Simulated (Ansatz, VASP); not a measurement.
## Ti: VASP beside Ansatz

The input INCAR:

```
PREC     = Accurate       # precision mode
ENCUT    = 520            # plane-wave cutoff, eV
EDIFF    = 1E-6           # SCF threshold, eV
ISMEAR   = 1              # smearing method
SIGMA    = 0.15           # smearing width, eV
LREAL    = False          # projectors in reciprocal space
LASPH    = True           # aspherical terms in the spheres
NELM     = 80             # most SCF steps
ALGO     = Normal         # electronic algorithm
ISIF     = 2              # what is computed and relaxed
LWAVE    = False          # write WAVECAR
LCHARG   = True           # write CHGCAR
GGA      = PE             # functional
LELF     = True           # ELF
LVHAR    = True         
NBANDS   = 19             # bands
```

KPOINTS

```
regular mesh
0
Gamma
  11 11 6
```

The input POSCAR:

```
Ti
1.0
    2.9500000000      0.0000000000      0.0000000000
   -1.4750000000      2.5547750000      0.0000000000
    0.0000000000      0.0000000000      4.6800000000
Ti
2
Direct
    0.3372475724      0.6744951447      0.2500000000
    0.6666666667      0.3333333333      0.7500000000
```

Input for Ansatz:

```yaml
crystal:
  lattice:
    - [2.95, 0.0, 0.0]
    - [-1.475, 2.554775, 0.0]
    - [0.0, 0.0, 4.68]
  atoms:
    - { symbol: Ti, position: [0.33724757235633923, 0.6744951447126785, 0.25] }
    - { symbol: Ti, position: [0.6666666666666666, 0.3333333333333333, 0.75] }
basis:
  ecutwfc: 470.0
kpoints:
  mp_grid:
    grid: [11, 11, 6]
hamiltonian:
  xc: pbe
scf:
  occupations:
    method: methfessel_paxton
    width: 0.15
output:
  forces: true
```

Alike in both runs: task single point; functional PBE; k mesh 11 × 11 × 6; occupations methfessel-paxton of order 1, width 0.15 eV; no spin polarisation.

```csv
,VASP,Ansatz
version,VASP 6.6.1,Ansatz 0.2.0
potentials or method,"VASP PAW PBE potentials, release 64 (Ti_sv)","plane waves, PAW"
plane-wave cutoff (eV),520,470
valence electrons in the cell,24,24
```

```csv
,VASP,Ansatz,Ansatz less VASP
rms of the force components (eV/Å),0.019,0.019,0.0000
```

Atom by atom the forces differ by 0.000 eV/Å (rms over components). With one functional, cell and mesh, what is left measures potentials, basis and numerics.
